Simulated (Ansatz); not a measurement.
# RuS2: the cost of one run

Program: Ansatz 0.2.0. Level of theory: DFT PBE+U (U_eff = 6 eV on Ru d), plane waves, PAW. These are calculated values, not measurements.

## 1. The system as given

Symmetry: C2/m, No. 12, monoclinic system. Conventional cell: a = 6.220 Å, b = 3.813 Å, c = 4.386 Å, α = 90.00°, β = 90.04°, γ = 90.00°. Around Ru (site symmetry 2/m) lie 6 S at 2.32 to 2.57 Å. S (site symmetry m) is surrounded by 3 Ru at 2.32 to 2.57 Å.

Cell or atoms stand a little off a more symmetric structure (P-3m1 at a tolerance of 0.3 Å), so results at this geometry aren't those of that ideal crystal.

Structure file:

```
Ru S
1.0
     3.11022   -1.90662    0.00000
     3.11022    1.90662    0.00000
    -0.00306    0.00000    4.38606
Ru S
1 2
Direct
  0.00000 0.00000 0.00000
  0.68790 0.68790 0.28890
  0.31210 0.31210 0.71110
```

Magnetic order typed: ferromagnetic.

## 2. From atoms, symmetry kept, no search

input.yaml

```yaml
crystal:
  lattice:
    - [3.11021661, -1.90662465, 0.0]
    - [3.11021661, 1.90662465, 0.0]
    - [-0.00306205, 0.0, 4.38605763]
  atoms:
    - { symbol: Ru, position: [0.0, 0.0, 0.0], spin: 4.0 }
    - { symbol: S, position: [0.6879, 0.6879, 0.2889] }
    - { symbol: S, position: [0.3121, 0.3121, 0.7111] }
basis:
  ecutwfc: 420
  ecutrho_ratio: 4
kpoints:
  mp_grid: { grid: [6, 6, 4] }
hamiltonian:
  xc: pbe
  hubbard: { sites: [{ site: 0, l: d, u_eff: 6.0 }] }
scf:
  occupations: { method: gaussian, width: 0.05 }
  lower_state_search: "off"
  max_iter: 150
output:
  forces: true
  stress: true
  eigenvalues: true
  populations: true
  hubbard: { sites: [{ site: 0, l: d }] }
magnetization:
  spin_polarized: true
```

Started as:

```console
$ ansatz run input.yaml --threads 2 --pin off --max-ram 3072MiB --backend cpu --events-out ev --progress --plain --runs-dir out
```

**Question.** How long does this run take on 2 threads of Arm Neoverse N1, shared host, and how much memory does it need?

About 14 s, with a peak of 0.41 GiB.
